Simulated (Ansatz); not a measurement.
TaSi₂: experiment and calculation

**The experiment to reproduce.**

From a printed reference work (other), for a bulk crystal of TaSi2: lattice constant a 4.7839 Å; lattice constant c 6.57 Å.

The calculation used DFT PBE, scalar-relativistic, plane waves, PAW in Ansatz 0.2.0.

Settings: cutoff 420 eV, Γ-centred mesh 12×12×6 on the computed 9-atom cell, Gaussian smearing of 0.10 eV; no spin polarisation.

Relaxed structure:

Space group P6_422 (No. 181). a = 4.806 Å, b = 4.806 Å, c = 6.597 Å, α = 90.00°, β = 90.00°, γ = 120.00°
```
atom  site  symmetry       x       y       z
  Ta    3c       222  0.5000  0.0000  0.0000
  Si    6i       ..2  0.1589  0.3177  0.0000
```

```json
{"Space group": "P6_422 (No. 181)", "Volume per atom": "14.66 Å³", "Formation energy from the elements' standard states (uncorrected)": "-0.479 eV/atom", "Kohn–Sham band gap": "none (metal)", "Density of states at the Fermi level": "3.3 states/eV per cell", "Orbital (Löwdin) character within 0.5 eV of the Fermi level": "Ta 5d 68 %, Si 3p 23 %, unprojected 5 %", "Bader charge by site (e)": "Ta (3 in the cell) 0.87, Si (6 in the cell) -0.43"}
```

Spin-orbit coupling is left out, which matters for the bands of heavy elements.

Measured lattice constant a of TaSi2: 4.7839 Å (a printed reference work (other)). This calculation gives 4.806 Å (+0.5 %). A measured lattice constant c of TaSi2 is 6.57 Å (a printed reference work (other)); the calculated 6.597 Å exceeds it by 0.4 %. The calculation is for 0 K without zero-point motion.

It was relaxed from a cell as deposited in COD. Löwdin shares on free-atom orbitals overweight diffuse shells.
